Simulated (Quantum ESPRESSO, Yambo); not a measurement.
# Quasiparticle gap of BeTe (F-43m) in Yambo, part 3 of 3

Wanted: ground state, empty states, screening and self-energy for BeTe (F-43m).

Quantum ESPRESSO 7.5 and Yambo 5.3.0; PBE and many-body steps on it, plane waves. Known limits of the many-body steps: not at the basis limit; no spin-orbit coupling.

So far. Step 3 (Bands along the symmetry lines): The gap is 2.027 eV, as in the run before at this level. Step 4 (Empty states on the mesh, 6×6×6 mesh, 203 bands): On this mesh the gap is 2.027 eV.

### 6. Screening and self-energy, 6×6×6 mesh, 203 bands, screening to 210.9 eV

Now the one-shot GW correction: screening in the RPA, then the self-energy of the levels asked for.

This step: G0W0 on PBE, plane waves, norm-conserving pseudopotentials.

Input file gw1.in:

```
HF_and_locXC
gw0
dyson
ppa
em1d
rim_cut
RandQpts= 1000000
RandGvec= 1 RL
EXXRLvcs= 88 Ry
VXCRLvcs= 352 Ry
Chimod= "HARTREE"
% BndsRnXp
 1 | 203 |
%
NGsBlkXp= 15.5 Ry
% LongDrXp
 1 | 1 | 1 |
%
% GbndRnge
 1 | 203 |
%
DysSolver= "n"
ExtendOut
PPAPntXp= 27.21138 eV
% QPkrange
 1 | 1 | 13 | 16 |
 13 | 13 | 13 | 16 |
%
```

On the command line:

```
> OMP_NUM_THREADS=1 mpirun -n 4 yambo -F gw1.in -J gw1 -C gw1 > gw1.log
```

The program printed:

```text
 Yambo, version 5.3.0

 [02] CORE Variables Setup
 =========================

  [... cell, symmetries and grids as in the set-up ...]

  [02.05] Energies & Occupations
  ==============================

  [X] === General ===
  [X] Electronic Temperature                        :  0.000000  0.000000 [eV K]
  [X] Bosonic    Temperature                        :  0.000000  0.000000 [eV K]
  [X] Finite Temperature mode                       : no
  [X] El. density                                   :  0.61673E+24 [cm-3]
  [X] Fermi Level                                   :  8.438418 [eV]

  [X] === Gaps and Widths ===
  [X] Conduction Band Min                           :  2.026900 [eV]
  [X] Valence Band Max                              :  0.000000 [eV]
  [X] Filled Bands                                  :  14
  [X] Empty Bands                                   :   15  203
  [X] Direct Gap                                    :  3.644779 [eV]
  [X] Direct Gap localized at k                     :  1
  [X] Indirect Gap                                  :  2.026900 [eV]
  [X] Indirect Gap between kpts                     :   1  13
  [X] Last valence band width                       :  3.002130 [eV]
  [X] 1st conduction band width                     :  2.492321 [eV]

 [03] Transferred momenta grid and indexing
 ==========================================

 IBZ Q-points                                      :  16
 BZ  Q-points                                      :  216

 K/Q-points units:
 rlu = crystal or reduced units; cc = cartesian coordinates; iku = interal k-units

 Q [ 1]         [rlu]:  0.000000  0.000000  0.000000
 Q [ 2]         [rlu]: -0.51995E-17 -0.51995E-17  0.16667
 Q [ 3]         [rlu]: -0.10399E-16 -0.10399E-16  0.33333
 Q [ 4]         [rlu]: -0.10930E-15 -0.53790E-16 -0.50000
 Q [ 5]         [rlu]:  0.14857E-16  0.16667      0.16667
 Q [ 6]         [rlu]:  0.24616E-16  0.16667      0.33333
 Q [ 7]         [rlu]:  0.60510E-16  0.16667      0.50000
 Q [ 8]         [rlu]: -0.14756E-16  0.16667     -0.33333
 Q [ 9]         [rlu]:  0.10399E-16  0.16667     -0.16667
 Q [10]         [rlu]:  0.29714E-16  0.33333      0.33333
     [... 4 further rows ...]
 Q [15]         [rlu]:  0.166667  0.333333 -0.333333
 Q [16]         [rlu]:  0.166667 -0.500000 -0.333333

 [04] Coloumb potential Random Integration (RIM)
 ===============================================

  [04.01] RIM initialization
  ==========================

  * Diagonal components only detected *

  8 x (sBL volume)        :  0.029986 [a.u.]
  sBZ random points       :  1000000
  Points outside the sBZ  :   7987327
  RL volume               :  0.809622 [a.u.]
  Integrated volume       :  0.810907 [a.u.]

  [04.02] RIM integrals
  =====================

  Gamma point sphere radius             :  0.056354 [a.u.]
  Points outside the sphere             :   799513
  [Int_sBZ(q=0) 1/q^2]*(Vol_sBZ)^(-1/3) =:  7.764325
                                 should be <:  7.795600

  Summary of Coulomb integrals for non-metallic bands |Q|[au] RIM/Bare

  Q [1] 0.100000E-4 0.995988 * Q [2] 0.169492 1.065884
  Q [5] 0.195713 1.064810 * Q [9] 0.276780 1.027704
  Q [6] 0.324553 1.020409 * Q [3] 0.338985 1.017918
  Q [10] 0.391426 1.014680 * Q [8] 0.426546 1.012308
  Q [14] 0.437627 1.011663 * Q [7] 0.479397 1.009814
  Q [11] 0.508477 1.009050 * Q [4] 0.508477 1.009072
  Q [12] 0.553560 1.007954 * Q [15] 0.578927 1.007448
  Q [13] 0.587139 1.007324 * Q [16] 0.618899 1.006694

 [05] Dipoles
 ============

  [05.01] Setup: observables and procedures
  =========================================

 [06] Dynamic Dielectric Matrix (PPA)
 ====================================

 [WR./gw1//ndb.pp]---------------------------------------------------------------
  Brillouin Zone Q/K grids (IBZ/BZ)                :   16  216   16  216
  RL vectors                                       :   5329 [WF]
  Coulomb cutoff potential                         : none
  Electronic Temperature                           :  0.000000 [K]
  Bosonic    Temperature                           :  0.000000 [K]
  PPA    diel. fun.  energies                      : Perdew, Burke & Ernzerhof(X)+Perdew, Burke & Ernzerhof(C)
  wavefunctions                                    : Perdew, Burke & Ernzerhof(X)+Perdew, Burke & Ernzerhof(C)
  Global Gauge                                     : length
  X matrix size                                    :   339
  X band range                                     :    1  203
  X e/h energy range                               : -1.000000 -1.000000 [eV]
  X Time ordering                                  : R
  X Hxc Kernel                                     : HARTREE
  X Drude frequency                                :  0.000000  0.000000
  X poles                                          :  100.0000 [o/o]
  RL vectors in the sum                            :   5329
  [r,Vnl] included                                 : yes
  Field direction                                  :  0.577350E-5  0.577350E-5  0.577350E-5
  BZ energy Double Grid                            : no
  BZ energy DbGd points                            : 0
  BZ Q point size factor                           : -1.000000
  X Optical Averaged directions                    : none

 [07] Local Exchange-Correlation + Non-Local Fock
 ================================================

 [VXC] Plane waves :   34327
 [EXS] Plane waves :   4285

 QP @ state[ 1 ] K range:  1  1
 QP @ state[ 1 ] b range:  13  16
 QP @ state[ 2 ] K range:  13  13
 QP @ state[ 2 ] b range:  13  16

 [xc] Functional : Perdew, Burke & Ernzerhof(X)+Perdew, Burke & Ernzerhof(C)
 [xc] LIBXC used to calculate xc functional
  PP Number of Atomic Species                      :  2
  NLCC RL compoments                               :   34327
  PP Number of Atomic Species                      :  2
  NLCC RL compoments                               :   34327

 [xc] E_xc :  -22.85638 [Ha]
      E_xc :  -45.71276 [Ry]

  Local XC kind (lXC) : Perdew, Burke & Ernzerhof(X)+Perdew, Burke & Ernzerhof(C)
  Non-Local XC kind (nlXC) : Hartree-Fock

  Corrections @ K [1] :  [eV]
 <13|nlXC|13> = -15.01378  0.14603E-16 <13|lXC|13> = -13.36282  0.13250E-21
 <14|nlXC|14> = -15.01378 -0.18788E-17 <14|lXC|14> = -13.36282  0.94407E-16
 <15|nlXC|15> = -5.995255  0.32992E-18 <15|lXC|15> = -10.44324  0.18885E-15
 <16|nlXC|16> = -5.995299  0.14928E-17 <16|lXC|16> = -10.44324  0.43993E-21

  Corrections @ K [13] :  [eV]
 <13|nlXC|13> = -14.60974 -0.38270E-17 <13|lXC|13> = -11.87504 -0.47207E-16
 <14|nlXC|14> = -14.60974 -0.60070E-17 <14|lXC|14> = -11.87504 -0.70806E-16
 <15|nlXC|15> = -5.214012  0.11875E-17 <15|lXC|15> = -8.978276 -0.23593E-16
 <16|nlXC|16> = -5.894232  0.22443E-17 <16|lXC|16> = -9.805867 -0.70871E-16

 [08] Dyson equation: Newton solver
 ==================================

  [08.01] G0W0 (W PPA)
  ====================

  [  GW  ] Bands range     :    1  203
  [GW/PPA] G damping       :  0.100000 [eV]

  QP @ state[ 1 ] K range:  1  1
  QP @ state[ 1 ] b range:  13  16
  QP @ state[ 2 ] K range:  13  13
  QP @ state[ 2 ] b range:  13  16

   Sc/G bands                                       :    1  203
   Sc/G damping                                     :  0.100000 ev
   Sc bands terminator                              : no
   Sx RL components                                 :   4285

   QP @ state[ 1 ] K range                          :  1  1
   QP @ state[ 1 ] b range                          :  13  16
   QP @ state[ 2 ] K range                          :  13  13
   QP @ state[ 2 ] b range                          :  13  16
   GF energies kind                                 : Perdew, Burke & Ernzerhof(X)+Perdew, Burke & Ernzerhof(C)
   GF WF`s kind                                     : Perdew, Burke & Ernzerhof(X)+Perdew, Burke & Ernzerhof(C)
   Xs energies kind                                 : Perdew, Burke & Ernzerhof(X)+Perdew, Burke & Ernzerhof(C)
   Xs WF`s kind                                     : Perdew, Burke & Ernzerhof(X)+Perdew, Burke & Ernzerhof(C)

 [11] Game Over & Game summary
```

Run time: 19 min. Hardware: 4 MPI ranks of Arm Neoverse V2, shared host; peak memory 2.7 GiB; 76 min of CPU time.

Numbers from this step:

```
G0W0 gap on the points computed              : 2.895 eV
starting gap on the mesh                     : 2.027 eV
k of the valence top                         : 0, 0, 0
k of the conduction bottom                   : 0, -0.5, -0.5
least direct G0W0 gap on the computed points : 4.743 eV
Z at the valence top                         : 0.8044
Z at the conduction bottom                   : 0.8168
```

The gap on the mesh goes from 2.03 eV to 2.89 eV, a correction of +0.87 eV.

Limits: finite bands, cutoff and mesh; no spin-orbit coupling. v1 is the top filled band, c1 the lowest empty one. Levels before and after the correction, in eV, zero at the valence-band top of each column:

```tsv
	conduction bottom	valence top
Kohn-Sham	2.03	0.00
G0W0	2.89	0.00
```

```tsv
	level	energy (eV)
Kohn-Sham	Γ v2-v1	0.000
Kohn-Sham	Γ c1-c2	3.645
Kohn-Sham	(0 -0.5 -0.5) v2-v1	-2.578
Kohn-Sham	(0 -0.5 -0.5) c1	2.027
Kohn-Sham	(0 -0.5 -0.5) c2	2.711
G0W0	Γ v2-v1	0.000
G0W0	Γ c1-c2	4.743
G0W0	(0 -0.5 -0.5) v2-v1	-2.735
G0W0	(0 -0.5 -0.5) c1	2.895
G0W0	(0 -0.5 -0.5) c2	3.659
```

### 7. Where the time went

Times are wall times on the hardware named with each run, good to a factor of about two.

```tsv
step	time	share	memory (GiB)
ground state	5.5 s	0 %	0.27
bands along the symmetry lines	4.5 s	0 %	0.24
empty states on the mesh	33 s	3 %	0.5
conversion and set-up	2.6 s	0 %	0.25
screening and self-energy	19 min	96 %	2.7
```

### 8. What came out

```json
{"PBE gap": "2.03 eV, indirect", "G0W0 gap on the mesh": "2.89 eV", "GW settings": "6×6×6 mesh, 203 bands, screening to 210.9 eV, Godby-Needs plasmon pole", "known limits": "not at the basis limit; no spin-orbit coupling"}
```

What this shows: G0W0 moves the gap on the mesh from 2.03 eV to 2.89 eV (+0.87 eV), with Z of 0.80 and 0.82 at the edges. Only 2 of the mesh's irreducible points were corrected, so a valley elsewhere could overtake. The dearest step here is «screening and self-energy». Against experiment, by G0W0@PBE: the gap of 2.89 eV lies +0.19 eV from the measured 2.7 eV (indirect, quoted 1997); the gap of 2.89 eV lies +0.09 eV from the measured 2.8 eV (indirect, quoted 1997). The calculation has static nuclei and no excitons; a measured gap holds zero-point and thermal motion, which mostly lowers it. With atoms this heavy the missing spin-orbit coupling can matter too. Bands and cutoff are finite, so the gap is not at the basis limit. The miss can reach some tenths of an eV and take either sign; the mesh is an error of its own. In the G0W0 run levels were corrected at 2 k points alone, so a gap called «on the mesh» is the least over those, and an edge elsewhere would be missed.

[Paths, hosts, dates, memory and timing lines, banners, echoed tables and standing remarks are left out of the program output.]

[Logs are printed without paths, hosts, clocks, repeated set-up lines and the standing remarks that a program may print on its own settings, such as how far it seeks lower states.]

[Runs of the session that timed out or met a known fault of the program may be left out.]

[Hosts, paths, dates, database ids (printed as entryN), source tags and the programs' standing remarks are cut or masked in the printed files.]
